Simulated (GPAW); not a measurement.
## Fe3Ge: band structure with PBEsol

Fe3Ge:

```
Ge Fe
1.0
     0.00000    2.87559    2.87559
     2.87559    0.00000    2.87559
     2.87559    2.87559    0.00000
Ge Fe
1 3
Direct
  0.00000 0.00000 0.00000
  0.75000 0.75000 0.75000
  0.25000 0.25000 0.25000
  0.50000 0.50000 0.50000
```

The cell comes from a database or a generator and needn't be the stable form of this composition.

| Item | Value |
| --- | --- |
| Program | GPAW 26.7.0 |
| Task | band structure |
| Functional | PBEsol |
| Potentials or basis | PAW data sets generated in the run's folder for this functional |
| Cutoff | 600 eV |
| Basis | pw |
| k mesh | 8 × 8 × 8 |
| Occupations | fermi-dirac, width 0.05 eV |
| Spin | collinear spin, ferromagnetic start |
| Starting moments | [0.0, 3.0, 3.0, 3.0] μB |
| Maxiter | 150 |
| Band path | GXWKGLUWLK,UX |
| Band points | 80 |

| Quantity | Value |
| --- | --- |
| Pressure | -9.0 GPa |
| Band gap along the path | none (metal or under the smearing width) |
| Net moment | 5.66 μB per cell |
| Site moments | Ge -0.04; Fe +1.60, +2.54 μB |

Levels at the corners of the path, in eV from the Fermi level:
Spin up:
```
point  band 15  band 16  band 17  band 18  band 19  band 20
    Γ    -0.55    -0.55     2.03     3.82     3.82     3.82
    X    -0.95    -0.59    -0.55    -0.55    -0.11     3.20
    W    -0.98    -0.98    -0.26    -0.16    -0.16     5.61
    K    -0.90    -0.53    -0.46    -0.06     0.15     3.65
    Γ    -0.55    -0.55     2.03     3.82     3.82     3.82
    L    -0.91    -0.91    -0.58     3.10     3.23     3.23
    U    -0.90    -0.53    -0.46    -0.06     0.15     3.65
    W    -0.98    -0.98    -0.26    -0.16    -0.16     5.61
    L    -0.91    -0.91    -0.58     3.10     3.23     3.23
    K    -0.90    -0.53    -0.46    -0.06     0.15     3.65
    U    -0.90    -0.53    -0.46    -0.06     0.15     3.65
    X    -0.95    -0.59    -0.55    -0.55    -0.11     3.20
```
Spin down:
```
point  band 9  band 10  band 11  band 12  band 13  band 14
    Γ   -1.50     0.68     0.68     0.68     1.36     1.36
    X   -1.32    -0.39    -0.39     0.06     0.54     0.89
    W   -0.78    -0.78    -0.62     0.10     0.84     0.86
    K   -0.89    -0.78    -0.55     0.01     0.71     0.75
    Γ   -1.50     0.68     0.68     0.68     1.36     1.36
    L   -1.36    -0.60    -0.36    -0.36     0.99     0.99
    U   -0.89    -0.78    -0.55     0.01     0.71     0.75
    W   -0.78    -0.78    -0.62     0.10     0.84     0.86
    L   -1.36    -0.60    -0.36    -0.36     0.99     0.99
    K   -0.89    -0.78    -0.55     0.01     0.71     0.75
    U   -0.89    -0.78    -0.55     0.01     0.71     0.75
    X   -1.32    -0.39    -0.39     0.06     0.54     0.89
```

Wall time 5 min on 1 thread of Arm Neoverse V1 (shared host), peak memory 0.46 GiB.
